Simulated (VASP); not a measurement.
**VASP 6.6.1 run: SrO**

INCAR

```
EDIFF = 1E-7
ISMEAR = -4
NSW = 0
LREAL = .FALSE.
NBANDS = 15
NELM = 120
ENCUT = 520
ISIF = 2
LWAVE = .FALSE.
GGA = PE
LASPH = .TRUE.
LCHARG = .FALSE.
IBRION = -1
SIGMA = 0.5
PREC = Accurate
```

KPOINTS

```
KPOINTS created by Atomic Simulation Environment
0
Monkhorst-Pack
8 8 8
0 0 0
```

POSCAR

```
Sr O
 1.0000000000000000
    -0.0288464045000000    2.5768448447000001    2.5768448447000001
     2.5768448447000001   -0.0288464045000000    2.5768448447000001
     2.5768448447000001    2.5768448447000001   -0.0288464045000000
 Sr  O
   1   1
Cartesian
  0.0000000000000000  0.0000000000000000  0.0000000000000000
  2.5624216424499995  2.5624216424499995  2.5624216424499990
```

The recommended PBE PAW datasets give the neutral cell 16 valence electrons.

Command

```
mpirun -np 1 vasp_std
```

OSZICAR

```
N       E                     dE             d eps       ncg     rms          rms(c)
DAV:   1     0.708394259334E+02    0.70839E+02   -0.84805E+03  1800   0.104E+03
DAV:   2    -0.109558563920E+02   -0.81795E+02   -0.74710E+02  2486   0.221E+02
DAV:   3    -0.141870184008E+02   -0.32312E+01   -0.32107E+01  2367   0.399E+01
DAV:   4    -0.142490822295E+02   -0.62064E-01   -0.62056E-01  2281   0.539E+00
DAV:   5    -0.142505966102E+02   -0.15144E-02   -0.15144E-02  2277   0.659E-01    0.158E+01
DAV:   6    -0.122075710929E+02    0.20430E+01   -0.67609E+00  1849   0.193E+01    0.185E+01
DAV:   7    -0.120599701411E+02    0.14760E+00   -0.31156E-01  2150   0.493E+00    0.108E+01
DAV:   8    -0.120492201569E+02    0.10750E-01   -0.12138E-01  2374   0.350E+00    0.383E-01
DAV:   9    -0.120504214121E+02   -0.12013E-02   -0.60383E-03  2177   0.493E-01    0.234E-01
DAV:  10    -0.120508761136E+02   -0.45470E-03   -0.44122E-04  1989   0.199E-01    0.910E-02
DAV:  11    -0.120510318364E+02   -0.15572E-03   -0.16107E-04  1989   0.935E-02    0.277E-02
DAV:  12    -0.120510499475E+02   -0.18111E-04   -0.27801E-05  1912   0.386E-02    0.257E-02
DAV:  13    -0.120510499185E+02    0.29066E-07   -0.18047E-06  2038   0.118E-02    0.337E-03
DAV:  14    -0.120510498213E+02    0.97139E-07   -0.15895E-07  2416   0.305E-03
   1 F= -.12051050E+02 E0= -.12051050E+02  d E =0.000000E+00
```

From OUTCAR

```
k-points           NKPTS =     60   k-points in BZ     NKDIM =     60   number of bands    NBANDS=     15

   NELECT =      16.0000    total number of electrons

   dimension x,y,z NGX =    28 NGY =   28 NGZ =   28
   dimension x,y,z NGXF=    56 NGYF=   56 NGZF=   56

  energy-cutoff  :      520.00
  volume of cell :       34.80
      direct lattice vectors                 reciprocal lattice vectors
    -0.028846404  2.576844845  2.576844845    -0.190807576  0.192967747  0.192967747
     2.576844845 -0.028846404  2.576844845     0.192967747 -0.190807576  0.192967747
     2.576844845  2.576844845 -0.028846404     0.192967747  0.192967747 -0.190807576

 k-points in reciprocal lattice and weights: KPOINTS created by Atomic Simulation Env
   0.06250000  0.06250000  0.06250000       0.004
   0.18750000  0.06250000  0.06250000       0.012
   0.31250000  0.06250000  0.06250000       0.012
   0.43750000  0.06250000  0.06250000       0.012
  -0.43750000  0.06250000  0.06250000       0.012
  -0.31250000  0.06250000  0.06250000       0.012
  -0.18750000  0.06250000  0.06250000       0.012
  -0.06250000  0.06250000  0.06250000       0.012
   ...

 E-fermi :   1.5371

 k-point     1 :       0.0625    0.0625    0.0625
  band No.  band energies     occupation
      1     -30.9152      2.00000
      2     -13.6210      2.00000
      3     -12.5866      2.00000
      4     -12.5866      2.00000
      5     -12.4742      2.00000
      6       1.4510      2.00000
      7       1.4914      2.00000
      8       1.4914      2.00000
      9       5.5616      0.00000
     10       7.7210      0.00000
     11       7.7210      0.00000
     12       7.7883      0.00000
     13       9.9318      0.00000
     14       9.9318      0.00000
     15      14.4309      0.00000

 k-point     2 :       0.1875    0.0625    0.0625
  band No.  band energies     occupation
      1     -30.8922      2.00000
      2     -14.0111      2.00000
      3     -12.6299      2.00000
      4     -12.5844      2.00000
      5     -12.1350      2.00000
      6       0.8715      2.00000
      7       1.1875      2.00000
      8       1.4300      2.00000
      9       6.3662      0.00000
     10       7.4307      0.00000
     11       7.9829      0.00000
     12       8.4565      0.00000
     13      10.2951      0.00000
     14      10.5602      0.00000
     15      15.6293      0.00000

 k-point     3 :       0.3125    0.0625    0.0625
  band No.  band energies     occupation
      1     -30.8479      2.00000
      2     -14.5183      2.00000
      3     -12.6707      2.00000
      4     -12.6054      2.00000
      5     -11.7422      2.00000
      6       0.1419      2.00000
      7       0.7785      2.00000
      8       1.0611      2.00000
      9       7.4041      0.00000
     10       7.8452      0.00000
     11       8.7544      0.00000
     12       9.4212      0.00000
     13      11.2997      0.00000
     14      11.5933      0.00000
     15      17.3090      0.00000

 ...

  Total        0.2471442      0.2471442      0.2471442      0.1274208      0.1274208      0.1274208
  in kB       11.3797964     11.3797964     11.3797964      5.8671143      5.8671143      5.8671143
  external PRESSURE =      11.3797964 kB  Pullay stress =       0.0000000 kB

 POSITION                                       TOTAL-FORCE (eV/Angst)
 -----------------------------------------------------------------------------------
      0.00000      0.00000      0.00000         0.000000      0.000000     -0.000000
      2.56242      2.56242      2.56242        -0.000000     -0.000000      0.000000
 -----------------------------------------------------------------------------------
    total drift:                                0.000000      0.000000      0.000000

  FREE ENERGIE OF THE ION-ELECTRON SYSTEM (eV)
  ---------------------------------------------------
  free  energy   TOTEN  =       -12.0510498213 eV

  energy  without entropy=      -12.0510498213  energy(sigma->0) =      -12.05104982
```

It converged. Results: gap between bands v and c on the k mesh 3.47 eV; least direct gap on the k mesh 3.56 eV; pressure 1.1 GPa. Band v is the last that the valence electrons fill when counted band by band, and c is the next.

The shifted mesh misses Γ, so a band edge there is missed.

For comparison, a separate PBE run of the intended cell, on usual settings and not on those above, gives a gap of 3.25 eV on its mesh and a pressure of 1.1 GPa.

The run above took about 21 s on one core of a shared host (Intel Xeon Platinum 8488C) and held 0.18 GiB at most.
